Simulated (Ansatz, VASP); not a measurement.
**Si2Ni: VASP beside Ansatz**

The input INCAR:

```
PREC     = Accurate       # precision mode
ENCUT    = 600            # plane-wave cutoff, eV
EDIFF    = 1E-6           # SCF threshold, eV
ISMEAR   = 0              # smearing method
SIGMA    = 0.1            # smearing width, eV
LREAL    = F              # projectors in reciprocal space
LASPH    = T              # aspherical terms in the spheres
NELM     = 100            # most SCF steps
ALGO     = Normal         # electronic algorithm
ISIF     = 3              # what is computed and relaxed
LWAVE    = F              # write WAVECAR
LCHARG   = F              # write CHGCAR
GGA      = PE             # functional
IBRION   = 2              # ionic algorithm
NSW      = 90             # ionic steps
EDIFFG   = -0.04          # ionic threshold
```

KPOINTS

```
Automatic mesh
0
Gamma
  6 6 6
```

The input POSCAR:

```
Si2Ni
1.0
    3.6569362434      0.0000000000      0.0000000000
    0.0000000000      3.6569362434      0.0000000000
    0.0000000000      0.0000000000      3.1012217363
Si Ni
2 1
Direct
    0.0000000000      0.5000000000      0.5000000000
    0.5000000000      0.0000000000      0.5000000000
    0.0000000000      0.0000000000      0.0000000000
```

Input for Ansatz:

```yaml
crystal:
  lattice:
    - [3.6569362434, 0.0, 0.0]
    - [0.0, 3.6569362434, 0.0]
    - [0.0, 0.0, 3.1012217363]
  atoms:
    - { symbol: Si, position: [0.0, 0.5, 0.5] }
    - { symbol: Si, position: [0.5, 0.0, 0.5] }
    - { symbol: Ni, position: [0.0, 0.0, 0.0] }
basis:
  ecutwfc: 420
kpoints:
  mp_grid: { grid: [6, 6, 6] }
hamiltonian:
  xc: pbe
scf:
  occupations: { method: gaussian, width: 0.1 }
  lower_state_search: "off"
output:
  forces: true
  stress: true
  eigenvalues: true
relax:
  adjacent_minimum: "off"
  f_tol: 0.04
  max_steps: 70
  cell: { stress_tol: 0.4 }
```

Alike in both runs: task relaxation of cell and atoms; functional PBE; k mesh 6 × 6 × 6; occupations gaussian, width 0.1 eV; no spin polarisation.

```csv
,VASP,Ansatz
version,VASP 6.6.1,Ansatz 0.2.0
potentials or method,"VASP PAW PBE potentials, release 64 (Si, Ni)","scalar-relativistic, plane waves, PAW"
plane-wave cutoff (eV),600,420
valence electrons in the cell,18,26
```

```tsv
	VASP	Ansatz	Ansatz less VASP
gap on the k mesh at the Fermi level, each at its own relaxed structure (eV)	none	none	-
relaxed volume (Å³/atom)	13.89	13.91	+0.020
relaxed cell length with the largest relative difference (Å)	3.307	3.349	+0.0419
energy change over the relaxation (meV/atom)	-10	-10	-0.1
```

A gap of «none» marks a metal or a gap that the smearing closes. The two sets of potentials don't hold the same shells in valence.

Spin polarisation is off, so any magnetic state and its effect on volume and gap are missing.
